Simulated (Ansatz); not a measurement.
# GaN (P6_3mc) in Ansatz: a series of runs

Aim: see how the results for GaN move with the level of theory and the settings. Levels: RPBE+D3(BJ), BLYP+D4, PBE. Tasks: relaxation of cell and atoms, single point.

All numbers are computed with Ansatz 0.2.0; they aren't measurements. Logs are shortened: lines on timing, memory, paths and dates and some standing lists are left out, and cuts for length are marked.

**Experimental background.**

From “Studying electronic properties in GaN without electrical contacts using γ-γ vs e−-γ Perturbed Angular Correlations”, 2019, pmc:6823545, for a bulk crystal of GaN: band gap 3.503 ± 0.005 eV (direct).

How close the calculation comes is told below.

## 1. The crystal as given

The structure is hexagonal, space group P6_3mc (No. 186). The conventional cell has a = 3.180 Å, b = 3.180 Å, c = 5.166 Å, α = 90.00°, β = 90.00°, γ = 120.00°. Around Ga (site symmetry 3m) lie 4 N at 1.94 to 1.95 Å. Around N (site symmetry 3m) lie 4 Ga at 1.94 to 1.95 Å.

## 2. Relaxation of cell and atoms, RPBE+D3(BJ)

Input file input.yaml:

```yaml
crystal:
  lattice:
    - [3.18, 0.0, 0.0]
    - [-1.59, 2.753960784, 0.0]
    - [0.0, 0.0, 5.166]
  atoms:
    - { symbol: Ga, position: [0.6666666667, 0.3333333333, 0.5] }
    - { symbol: Ga, position: [0.3333333333, 0.6666666667, 0.0] }
    - { symbol: "N", position: [0.6666666667, 0.3333333333, 0.875] }
    - { symbol: "N", position: [0.3333333333, 0.6666666667, 0.375] }
hamiltonian:
  xc: rpbe
  pseudopotentials: { kind: paw }
  dispersion: d3bj
kpoints:
  mp_grid: { grid: [10, 10, 5] }
scf:
  occupations: { method: fermi_dirac, width: 0.05 }
output:
  forces: true
  stress: true
relax:
  f_tol: 0.01
  max_steps: 40
  cell: { stress_tol: 0.05 }
```

Potentials or basis: Ansatz PAW.

Run with:

```sh
$ ansatz run input.yaml --threads 2 --pin off --max-ram 5120MiB --backend cpu --events-out ev --progress --plain --runs-dir out
```

What it wrote:

```text
Warning: RAYON_NUM_THREADS=2 ignored (pool sized by the plan → 2); use --threads N
Engine: ansatz 0.2.0, aarch64-unknown-linux-gnu
Pseudopotentials: kind: paw
Pseudopotential: Ga, paw, valence charge 13, recommended cutoff 420 eV (normal), Ga.paw.azcp
Pseudopotential: N, paw, valence charge 5, recommended cutoff 420 eV (normal), N.paw.azcp
Functional definition: RPBE
  parameter kappa = 0.804
  parameter beta = 0.06672455060314922
  exchange = rpbe_x(kappa = kappa, mu = beta*pi^2/3)
  correlation = pbe_c(beta = beta)
Crystal: 4 atoms, lattice volume = 45.242 Å³
Basis set: ecut = 420 eV, 881 PW (Γ), exchange–correlation on 48×48×72 points (8 copies of the dense FFT grid, shifted against one another)
Bands: 22, of which v1, the nominal top of the filled ones, is band 18 counted from 1 (17 counted from 0)
Symmetry: 12 space group operations
Space group: P63mc (ITA 186), of the structure as read, at distance tolerance 3.6e-5 Å
k-points: 42 of 500 (time reversal used)
Non-local potential: Ga, projectors of the file, l = 0: 2, l = 1: 2, l = 2: 3, l = 3: 1
Non-local potential: N, projectors of the file, l = 0: 2, l = 1: 2, l = 2: 1
PAW form: soft (Blöchl's): semilocal exchange-correlation on the pseudo side does not see the compensation charge
PAW frozen core: Ga, regenerated for the run's functional, and the local potential with it (the file was generated under x = pbe(κ = 0.804, μ = 0.2195149727645171), c = pbe(β = 0.06672455060314922))
PAW frozen core: N, regenerated for the run's functional, and the local potential with it (the file was generated under x = pbe(κ = 0.804, μ = 0.2195149727645171), c = pbe(β = 0.06672455060314922))
PAW one-centre angular grid: Ga, 590 points (default); XC on 64 Gauss nodes
PAW one-centre angular grid: N, 110 points (default); XC on 64 Gauss nodes
Initial density: superposition of atomic densities (neutral atoms: chi_scale 0, normalization atom), corrected by the library's trained network
Initial wavefunctions: pseudopotential atomic-orbital guess
Functional: x = rpbe, c = pbe(β = 0.06672455060314922)
SCF iter   1: F=—  HF=-8354.396352 eV  |F-HF|=—  |Δ(HF+E_count)|=         —  Δρ=3.83e-3  dr2=3.12e-3  ethr=1.77e-3  ⟨swp⟩=5.0  Hψ=3708  notcnv=0
preconditioner: auto → Resta (q_TF=auto, 2.626 Å⁻¹)  ε∞=4.9  [insulator: Δε(μ)=2.017 eV  Ē_g=16.745 eV  σ=0.050 eV  W_gap=1.00  n_scr=22 (ndim 8)  ℏωp=33.1 eV  f_vac=0.008  D(μ)=0.00/eV (n_scr^D=0)  ε∞_Penn≈4.9]
SCF iter   2: F=—  HF=-8354.395631 eV  |F-HF|=—  |Δ(HF+E_count)|=   7.21e-4  Δρ=1.57e-3  dr2=6.80e-4  ethr=8.66e-6  ⟨swp⟩=2.0  Hψ=1977  notcnv=0
SCF iter   3: F=—  HF=-8354.395640 eV  |F-HF|=—  |Δ(HF+E_count)|=   9.21e-6  Δρ=9.77e-4  dr2=2.05e-4  ethr=1.89e-6  ⟨swp⟩=2.0  Hψ=1604  notcnv=0
SCF iter   4: F=—  HF=-8354.395699 eV  |F-HF|=—  |Δ(HF+E_count)|=   5.88e-5  Δρ=1.62e-4  dr2=1.60e-5  ethr=5.70e-7  ⟨swp⟩=2.9  Hψ=1695  notcnv=0
SCF iter   5: F=—  HF=-8354.395693 eV  |F-HF|=—  |Δ(HF+E_count)|=   5.84e-6  Δρ=7.19e-5  dr2=1.86e-6  ethr=4.43e-8  ⟨swp⟩=2.0  Hψ=1288  notcnv=0
SCF iter   6: F=-8354.395698 eV  HF=-8354.395698 eV  |F-HF|=1.11e-7  |Δ(HF+E_count)|=   4.60e-6  Δρ=1.11e-5  dr2=5.94e-8  ethr=2.78e-10  ⟨swp⟩=3.0  Hψ=3950  notcnv=0
SCF 1 converged in 6 iterations: F = -8354.395698 eV  dr2 = 5.94e-8
relax step   1: F+E_penalty+E_count = -8354.39569815 eV  Δ(F+E_penalty+E_count) = +0.000e0 eV  max|allowed force component| = 1.528e-1 eV/Å  Δτ_max = 0.0000 Å  P = -8.215 GPa  Ω = 45.242 Å³  (6 SCF iters, dr2 threshold 1.00e-7 eV, accepted)
Crystal: 4 atoms, lattice volume = 44.101 Å³
Basis set: ecut = 420 eV, 845 PW (Γ), exchange–correlation on 48×48×72 points (8 copies of the dense FFT grid, shifted against one another)
Initial density: handed on by an earlier stage of this run
Initial wavefunctions: those handed on with the density
iter 1 solved again at ethr=3.28e-5 eV; its pass at ethr=3.10e-3 eV (dr2=1.18e-2 eV) is discarded
SCF iter   1: F=—  HF=-8354.444808 eV  |F-HF|=—  |Δ(HF+E_count)|=         —  Δρ=4.97e-3  dr2=1.19e-2  ethr=3.28e-5  ⟨swp⟩=1.1  Hψ=4681  notcnv=0
preconditioner: auto → Resta (q_TF=auto, 2.638 Å⁻¹)  ε∞=4.9  [insulator: Δε(μ)=2.208 eV  Ē_g=16.903 eV  σ=0.050 eV  W_gap=1.00  n_scr=22 (ndim 8)  ℏωp=33.5 eV  f_vac=0.006  D(μ)=0.00/eV (n_scr^D=0)  ε∞_Penn≈4.9]
SCF iter   2: F=—  HF=-8354.441768 eV  |F-HF|=—  |Δ(HF+E_count)|=   3.04e-3  Δρ=1.09e-3  dr2=5.79e-4  ethr=3.28e-5  ⟨swp⟩=2.0  Hψ=1325  notcnv=0
SCF iter   3: F=—  HF=-8354.441867 eV  |F-HF|=—  |Δ(HF+E_count)|=   9.91e-5  Δρ=6.41e-4  dr2=1.53e-4  ethr=1.61e-6  ⟨swp⟩=2.5  Hψ=1644  notcnv=0
SCF iter   4: F=—  HF=-8354.441961 eV  |F-HF|=—  |Δ(HF+E_count)|=   9.40e-5  Δρ=1.66e-4  dr2=1.10e-5  ethr=4.25e-7  ⟨swp⟩=2.6  Hψ=1697  notcnv=0
SCF iter   5: F=—  HF=-8354.441958 eV  |F-HF|=—  |Δ(HF+E_count)|=   3.41e-6  Δρ=8.16e-5  dr2=1.93e-6  ethr=3.05e-8  ⟨swp⟩=2.0  Hψ=1674  notcnv=0
[... 41 lines left out ...]
SCF iter   7: F=-8354.448103 eV  HF=-8354.448103 eV  |F-HF|=5.46e-12  |Δ(HF+E_count)|=  1.29e-10  Δρ=9.36e-8  dr2=4.91e-12  ethr=1.00e-12  ⟨swp⟩=4.0  Hψ=3317  notcnv=0
SCF 6 converged in 7 iterations: F = -8354.448103 eV  dr2 = 4.91e-12
relax step   6: F+E_penalty+E_count = -8354.44810268 eV  Δ(F+E_penalty+E_count) = +4.651e-3 eV  max|allowed force component| = 1.555e-3 eV/Å  Δτ_max = 0.0000 Å  P = -0.154 GPa  Ω = 43.376 Å³  stress off target by 1.76e-1 GPa  SCF on the basis re-selected at this cell (its energy is not comparable with the rows above)  (7 SCF iters)
basis re-selected at this cell: Δ(F+E_penalty+E_count) = +4.651e-3 eV, ΔP = -0.153 GPa vs the last step (what re-selecting the basis moved, of the pressure what is left beyond the Pulay correction that the steps carried, after the strain that the cell walked since its last selection, with what the two solves' SCF thresholds leave and, on support functions, any second-order correction that the steps lacked; it is no measure of the basis error at this ecutwfc). This SCF's stress stands 1.76e-1 GPa from its target on what of the cell is left free (relax.cell.stress_tol is 5.00e-2 GPa) and its largest allowed force component is 1.56e-3 eV/Å (relax.f_tol is 1.00e-2 eV/Å): not within both, so this SCF does not close the relaxation
Crystal: 4 atoms, lattice volume = 43.346 Å³
iter 1 solved again at ethr=2.74e-8 eV; its pass at ethr=3.10e-3 eV (dr2=9.88e-6 eV) is discarded
SCF iter   1: F=—  HF=-8354.448233 eV  |F-HF|=—  |Δ(HF+E_count)|=         —  Δρ=1.46e-4  dr2=9.99e-6  ethr=2.74e-8  ⟨swp⟩=2.3  Hψ=4519  notcnv=0
preconditioner: auto → Resta (q_TF=auto, 2.645 Å⁻¹)  ε∞=4.9  [insulator: Δε(μ)=2.302 eV  Ē_g=17.027 eV  σ=0.050 eV  W_gap=1.00  n_scr=22 (ndim 8)  ℏωp=33.8 eV  f_vac=0.008  D(μ)=0.00/eV (n_scr^D=0)  ε∞_Penn≈4.9]
SCF iter   2: F=—  HF=-8354.448212 eV  |F-HF|=—  |Δ(HF+E_count)|=   2.12e-5  Δρ=3.15e-5  dr2=4.77e-7  ethr=2.74e-8  ⟨swp⟩=2.0  Hψ=1166  notcnv=0
SCF iter   3: F=—  HF=-8354.448212 eV  |F-HF|=—  |Δ(HF+E_count)|=   7.23e-8  Δρ=1.83e-5  dr2=1.21e-7  ethr=2.14e-10  ⟨swp⟩=4.0  Hψ=3351  notcnv=0
SCF iter   4: F=-8354.448212 eV  HF=-8354.448212 eV  |F-HF|=1.06e-8  |Δ(HF+E_count)|=   9.00e-8  Δρ=4.84e-6  dr2=9.11e-9  ethr=2.14e-10  ⟨swp⟩=4.0  Hψ=3357  notcnv=0
SCF 7 converged in 4 iterations: F = -8354.448212 eV  dr2 = 9.11e-9
relax step   7: F+E_penalty+E_count = -8354.44821224 eV  Δ(F+E_penalty+E_count) = -1.096e-4 eV  max|allowed force component| = 1.262e-4 eV/Å  Δτ_max = 0.0000 Å  P = -0.002 GPa  Ω = 43.346 Å³  energy of the carried Pulay correction = +9.429e-5 eV  (4 SCF iters, dr2 threshold 7.71e-8 eV, accepted)
iter 1 solved again at ethr=2.05e-8 eV; its pass at ethr=3.10e-3 eV (dr2=7.40e-6 eV) is discarded
SCF iter   1: F=—  HF=-8354.448143 eV  |F-HF|=—  |Δ(HF+E_count)|=         —  Δρ=5.86e-6  dr2=8.63e-9  ethr=2.05e-8  ⟨swp⟩=3.0  Hψ=6487  notcnv=0
preconditioner: auto → Resta (q_TF=auto, 2.645 Å⁻¹)  ε∞=4.9  [insulator: Δε(μ)=2.301 eV  Ē_g=17.027 eV  σ=0.050 eV  W_gap=1.00  n_scr=22 (ndim 8)  ℏωp=33.8 eV  f_vac=0.008  D(μ)=0.00/eV (n_scr^D=0)  ε∞_Penn≈4.9]
SCF iter   2: F=—  HF=-8354.448127 eV  |F-HF|=—  |Δ(HF+E_count)|=   1.59e-5  Δρ=3.76e-6  dr2=3.48e-9  ethr=2.40e-11  ⟨swp⟩=2.0  Hψ=1681  notcnv=0
SCF iter   3: F=—  HF=-8354.448127 eV  |F-HF|=—  |Δ(HF+E_count)|=   2.81e-9  Δρ=2.18e-6  dr2=1.49e-9  ethr=9.68e-12  ⟨swp⟩=2.2  Hψ=1598  notcnv=0
SCF iter   4: F=—  HF=-8354.448127 eV  |F-HF|=—  |Δ(HF+E_count)|=   3.11e-9  Δρ=6.11e-7  dr2=1.46e-10  ethr=4.14e-12  ⟨swp⟩=2.1  Hψ=1555  notcnv=0
SCF iter   5: F=-8354.448127 eV  HF=-8354.448127 eV  |F-HF|=1.09e-11  |Δ(HF+E_count)|=  3.15e-10  Δρ=1.20e-7  dr2=8.30e-12  ethr=1.00e-12  ⟨swp⟩=4.0  Hψ=3361  notcnv=0
SCF 8 converged in 5 iterations: F = -8354.448127 eV  dr2 = 8.30e-12
relax step   8: F+E_penalty+E_count = -8354.44812675 eV  Δ(F+E_penalty+E_count) = +8.548e-5 eV  max|allowed force component| = 1.321e-4 eV/Å  Δτ_max = 0.0000 Å  P = -0.003 GPa  Ω = 43.346 Å³  stress off target by 3.14e-3 GPa  SCF on the basis re-selected at this cell (its energy is not comparable with the rows above)  (5 SCF iters)
basis re-selected at this cell: Δ(F+E_penalty+E_count) = +8.548e-5 eV, ΔP = -0.001 GPa vs the last step (what re-selecting the basis moved, of the pressure what is left beyond the Pulay correction that the steps carried, after the strain that the cell walked since its last selection, with what the two solves' SCF thresholds leave and, on support functions, any second-order correction that the steps lacked; it is no measure of the basis error at this ecutwfc). This SCF's stress stands 3.14e-3 GPa from its target on what of the cell is left free (relax.cell.stress_tol is 5.00e-2 GPa) and its largest allowed force component is 1.32e-4 eV/Å (relax.f_tol is 1.00e-2 eV/Å): within both
SCF converged after 5 iterations
Free energy (F): -8354.448127 eV
Harris-Foulkes:  -8354.448127 eV  (|F-HF|=1.09e-11)
Internal energy: -8354.448127 eV  (E = F + TS)
E sigma→0 (E₀):  -8354.448127 eV
Fermi energy:    11.839379 eV
--- Per-component energies (eV) ---
  E_band       = 21.062086
  E_kinetic    = 499.330713
  E_local      = -3820.878982  (includes V_loc(G=0)·N_el)
  E_nonlocal   = 947.422739
  E_hartree    = 1768.186276
  E_xc         = -259.820790
  E_vxc        = -270.492706  (∫ρ·V_xc dr)
  E_paw        = -4254.008554  (= ΣΔE_a)
  E_vpaw       = -870.692176  (= ΣTr[D̂ρ^β])
  E_aug_tail   = 0.000049  (compensation charges beyond the density's cutoff)
  E_ewald      = -3229.571890
  E_disp       = -4.822967  (pairwise vdW)
  E_core_change = -0.284721  (= ΣΔE_core)
  E_smearing   = -0.000000  (= −TS)
  E_closure    = 0.000000  (closes the sum)
  Σ components = -8354.448127   (vs F -8354.448127, Δ=0.00e0)
--- Forces (eV/Å), atoms counted from 1 ---
  atom   1  Ga     0.00000000     0.00000000    -0.00013234
  atom   2  Ga    -0.00000000    -0.00000000    -0.00013234
  atom   3  N      0.00000000     0.00000000     0.00013186
  atom   4  N      0.00000000     0.00000000     0.00013186
  max |Σ_I F_I| component: 9.58e-7 eV/Å
--- Stress (GPa, compression-positive) ---
       -0.002815       0.000000      -0.000000
        0.000000      -0.002815       0.000000
       -0.000000       0.000000      -0.003140
  P = ⅓ Tr σ = -0.0029 GPa (-0.029 kbar)
--- Relaxed structure (6 steps of the walk, 6 accepted, 2 SCFs on fresh bases) ---
  F+E_penalty+E_count = -8354.44812675 eV   max|allowed force component| = 1.321e-4 eV/Å   (the final SCF, on the basis selected at the relaxed cell)
  cell:  # Å, volume = 43.3456 Å³
    - [3.1338526564550615, 8.53897388445909e-19, -1.1471390807946157e-17]
    - [-1.5669263282275308, 2.71399601220743, 5.7356954039730745e-18]
    - [-1.8635599029629315e-17, -8.414448633231127e-33, 5.0963234144176255]
  atoms:
    - { symbol: Ga, position: [0.6666666666666666, 0.3333333333333334, 0.49899324629462416] }
    - { symbol: Ga, position: [0.3333333333333334, 0.6666666666666669, -0.0010067537053759248] }
    - { symbol: N, position: [0.6666666666666666, 0.3333333333333334, 0.8760067537053762] }
    - { symbol: N, position: [0.3333333333333334, 0.6666666666666669, 0.37600675370537595] }
```

Run time: 11 s. Hardware: 2 threads of Arm Neoverse V2, shared host; peak memory 0.35 GiB.

Results:

- Free energy: -8354.4481 eV
- Relaxed volume: 10.84 Å³/atom
- Relaxed cell: a = 3.134 Å, b = 3.134 Å, c = 5.096 Å, α = 90.00°, β = 90.00°, γ = 120.00°
- Space group after relaxing (to 0.05 Å): P6_3mc (No. 186)
- Energy gained by relaxing: 13.1 meV/atom
- Ionic steps: 8
- Pressure after relaxing: 0.0 GPa
- Band gap on the k mesh: 2.30 eV

The path:
```tsv
step	energy change (eV)	largest force (eV/Å)	volume (Å³)
1	0.0000	0.1528	45.24
2	-0.0463	0.1029	44.10
3	-0.0571	0.0237	43.31
4	-0.0571	0.0096	43.35
5	-0.0571	0.0016	43.38
6	-0.0524	0.0016	43.38
7	-0.0525	0.0001	43.35
8	-0.0524	0.0001	43.35
```

Final structure:
```
Ga N
1.0
     3.13385    0.00000    0.00000
    -1.56693    2.71400    0.00000
     0.00000    0.00000    5.09632
Ga N
2 2
Direct
  0.66667 0.33333 0.49899
  0.33333 0.66667 0.99899
  0.66667 0.33333 0.87601
  0.33333 0.66667 0.37601
```

Caveat: odd divisions of the mesh miss points on the zone boundary, where band edges often lie, so the gap on the mesh can be too wide; the plane-wave basis is chosen anew once the cell has moved, so the energies of steps on either side of that aren't comparable; the pressure holds a Pulay correction of +0.5 GPa for the finite cutoff; the PAW data sets come from PBE, with cores solved anew for the run's functional, which leaves a small shift of forces and pressure. A k mesh can miss the band edges.

## 3. Relaxation of cell and atoms, BLYP+D4

Changes to input.yaml since step 2:

```diff
@@ -11,5 +11,5 @@
 hamiltonian:
-  xc: rpbe
+  xc: blyp
   pseudopotentials: { kind: paw }
-  dispersion: d3bj
+  dispersion: d4
 kpoints:
```

Potentials or basis: Ansatz PAW.

Run with:

```sh
$ ansatz run input.yaml --threads 2 --pin off --max-ram 5120MiB --backend cpu --events-out ev --progress --plain --runs-dir out
```

Wall time 11 s (2 threads of Arm Neoverse V2, shared host); peak memory 0.35 GiB.

Results (log left out):

| Item | Value |
| --- | --- |
| Free energy | -8361.1551 eV |
| Relaxed volume | 11.38 Å³/atom |
| Relaxed cell | a = 3.182 Å, b = 3.182 Å, c = 5.194 Å, α = 90.00°, β = 90.00°, γ = 120.00° |
| Space group after relaxing (to 0.05 Å) | P6_3mc (No. 186) |
| Energy gained by relaxing | 0.8 meV/atom |
| Ionic steps | 7 |
| Pressure after relaxing | 0.0 GPa |
| Band gap on the k mesh | 2.02 eV |

The path:
| step | energy change (eV) | largest force (eV/Å) | volume (Å³) |
| --- | --- | --- | --- |
| 1 | 0.0000 | 0.1246 | 45.24 |
| 2 | -0.0014 | 0.0915 | 45.41 |
| 3 | -0.0016 | 0.0463 | 45.53 |
| 4 | -0.0018 | 0.0012 | 45.52 |
| 5 | -0.0031 | 0.0009 | 45.52 |
| 6 | -0.0031 | 0.0000 | 45.53 |
| 7 | -0.0031 | 0.0000 | 45.53 |

Final structure:
```
CELL_PARAMETERS angstrom
3.18159 0.00000 0.00000
-1.59079 2.75534 0.00000
0.00000 0.00000 5.19404
ATOMIC_POSITIONS crystal
Ga 0.66667 0.33333 0.49945
Ga 0.33333 0.66667 0.99945
N 0.66667 0.33333 0.87555
N 0.33333 0.66667 0.37555
```

Caveat: odd divisions of the mesh miss points on the zone boundary, where band edges often lie, so the gap on the mesh can be too wide; the plane-wave basis is chosen anew once the cell has moved, so the energies of steps on either side of that aren't comparable; the pressure holds a Pulay correction of +0.6 GPa for the finite cutoff; the PAW data sets come from PBE, with cores solved anew for the run's functional, which leaves a small shift of forces and pressure.

## 4. Single point, PBE

Changes to input.yaml since step 3:

```diff
@@ -11,5 +11,4 @@
 hamiltonian:
-  xc: blyp
+  xc: pbe
   pseudopotentials: { kind: paw }
-  dispersion: d4
 kpoints:
@@ -18,2 +17,4 @@
   occupations: { method: fermi_dirac, width: 0.05 }
+basis:
+  ecutwfc: "800 eV"
 output:
@@ -21,5 +22,2 @@
   stress: true
-relax:
-  f_tol: 0.01
-  max_steps: 40
-  cell: { stress_tol: 0.05 }
+  eigenvalues: true
```

Run with:

```sh
$ ansatz run input.yaml --threads 2 --pin off --max-ram 5120MiB --backend cpu --events-out ev --progress --plain --runs-dir out
```

Run time: 4.1 s. Hardware: 2 threads of Arm Neoverse V2, shared host; peak memory 0.37 GiB.

The run converged. Its results:

- Free energy: -8335.8120 eV
- Pressure: 7.3 GPa
- Largest force: 0.137 eV/Å
- Band gap on the k mesh: 1.97 eV, direct

Forces in eV/Å, atoms in the order of the input:
```
Ga   0.000  0.000 -0.137
Ga   0.000  0.000 -0.137
N    0.000  0.000  0.137
N    0.000  0.000  0.137
```

Stress tensor (GPa, compression positive):
```
6.55 0.00 0.00
0.00 6.55 0.00
0.00 0.00 8.70
```

Levels at points of the mesh, in eV from the valence-band top:
```csv
k point,band 15,band 16,band 17,band 18,band 19,band 20,band 21,band 22
"(0.00, 0.00, 0.00)",-1.06,-0.06,0.00,0.00,1.97,4.30,9.25,9.93
"(0.00, -0.50, 0.00)",-4.27,-2.78,-2.26,-0.99,5.08,5.61,6.08,8.67
```

Caveat: odd divisions of the mesh miss points on the zone boundary, where band edges often lie, so the gap on the mesh can be too wide.

## 5. The runs side by side

| task | level | cell | cutoff (eV) | gap on the mesh (eV) | pressure (GPa) | relaxed volume (Å³/atom) |
| --- | --- | --- | --- | --- | --- | --- |
| relaxation of cell and atoms | RPBE+D3(BJ) | relaxed | 420 | 2.30 | 0.0 | 10.84 |
| relaxation of cell and atoms | BLYP+D4 | relaxed | 420 | 2.02 | 0.0 | 11.38 |
| single point | PBE | as given | 800 | 1.97 | 7.3 | - |

Alike in all rows: potentials or basis Ansatz PAW; no spin polarisation; k mesh 10 × 10 × 5; smearing fermi-dirac 0.05 eV.

Caveats: odd divisions of the mesh miss points on the zone boundary, where band edges often lie, so the gap on the mesh can be too wide; the plane-wave basis is chosen anew once the cell has moved, so the energies of steps on either side of that aren't comparable (some runs); the PAW data sets come from PBE, with cores solved anew for the run's functional, which leaves a small shift of forces and pressure (some runs).

Absolute energies hang on the potentials; compare differences alone.

## 6. Against experiment

Step 4. Measured gap of GaN: 3.503 eV (direct; quoted in “Studying electronic properties in GaN without electrical contacts using γ-γ vs e−-γ Perturbed Angular Correlations”, 2019, pmc:6823545). This calculation gives 1.97 eV (-1.54 eV). Spin-orbit coupling on Ga is left out. The value is that of PBE, without temperature or zero-point motion. Semilocal functionals fall short of measured gaps as a rule.
